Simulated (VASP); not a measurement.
Write the native input for VASP 6.6.1 that does the following.

* Task: single point
* Functional: PBE
* Dispersion: D3(BJ)
* Potentials or basis: VASP PAW PBE potentials, release 64 (C, Cl, H)
* Cutoff: 520 eV
* k mesh: 1 × 1 × 1
* Occupations: fermi-dirac, width 0.05 eV
* Spin: no spin polarisation
* Dipole correction: no
* Further INCAR settings: LREAL = Auto; ALGO = Fast; EDIFF = 1e-06; NBANDS = 82

The structure of H3CCl lies in POSCAR:

```
H3CCl
1.0
    9.0287150000      0.0000000000      0.0000000000
    0.0000000000      9.0287150000      0.0000000000
    0.0000000000      0.0000000000      9.0287150000
C Cl H
8 8 24
Direct
    0.4692805122      0.0090156794      0.6383411150
    0.9187353904      1.0215407176      0.7788151470
    0.0823040710      0.5339519522      0.0912754473
    0.8331639663      0.1886979487      0.2238413772
    0.1315912619      0.4504295462      0.5201847660
    0.2437113144      0.1283903634      0.2966535105
    0.7827027434      0.7865349610      0.3043400971
    0.6243745649      0.4627679576      0.9162544172
    0.4797914210      0.0944541942      0.8184442637
    0.9027087465      0.8436194962      0.8789733644
    0.2601366861      0.5672678781      0.1730035780
    0.7771205537      0.3355737777      0.3423299993
    0.1588708914      0.4947769422      0.7125266442
    0.4354551008      0.1868704461      0.2557396041
    0.7777629485      0.7425419896      0.4937468953
    0.5495687925      0.6471685063      0.8713200051
    0.4641192019      0.1006455514      0.5468663038
    0.5656175879     -0.0762566988      0.6253935361
    0.3659324721     -0.0420436352      0.6399581779
    1.0072529701      1.0219172939      0.6955807111
    0.8182338240      1.0696760281      0.7273349530
    0.9610559199      1.1048969870      0.8539088896
    0.0985965334      0.4799686334     -0.0316434842
    0.0333270017      0.4433410513      0.1487808619
    0.0535070605      0.6444106387      0.0957722112
    0.9312399384      0.1286118789      0.2677900454
    0.7294393499      0.1290438340      0.1915998013
    0.8658818005      0.2259236226      0.1170819989
    0.0199696192      0.5076912938      0.5032499088
    0.2197876442      0.4777756303      0.4413806394
    0.0916077205      0.3411559674      0.4991075696
    0.1728263657      0.2171405344      0.2672805599
    0.2159554267      0.0225945774      0.2361022582
    0.2679894093      0.1067372267      0.4166484378
    0.7034112828      0.8804132149      0.2955016301
    0.8940253403      0.8325769503      0.2873387852
    0.7281102571      0.6945838915      0.2441100422
    0.7304804726      0.4396528188      0.8697804726
    0.6222147891      0.4344472054      1.0306893063
    0.5413394929      0.3925697068      0.8649735870
```

The cell was built by a generator and needn't be a form met in nature.

One way to write it, as run:

INCAR

```
PREC = Accurate
ENCUT = 520
EDIFF = 1E-6
ISMEAR = -1
SIGMA = 0.05
LREAL = Auto
LASPH = True
NELM = 80
ALGO = Fast
ISIF = 2
LWAVE = False
LCHARG = False
GGA = PE
IVDW = 12
NBANDS = 82
```

KPOINTS

```
Automatic mesh
0
Gamma
  1 1 1
```

Potentials or basis: VASP PAW PBE potentials, release 64 (C, Cl, H).

Command:

```bash
$ cat potpaw_PBE.64/C/POTCAR potpaw_PBE.64/Cl/POTCAR potpaw_PBE.64/H/POTCAR > POTCAR
$ mpirun -np 1 vasp_gam > vasp.out
```

It gave:

* Pressure: -0.6 GPa
* Largest force: 4.815 eV/Å
* Band gap on the k mesh: 4.79 eV, direct
* Dispersion energy per atom: -0.042 eV

It took 70 s on 1 thread of Intel(R) Xeon(R) 6975P-C (Granite Rapids) (shared host), peak memory 0.68 GiB.
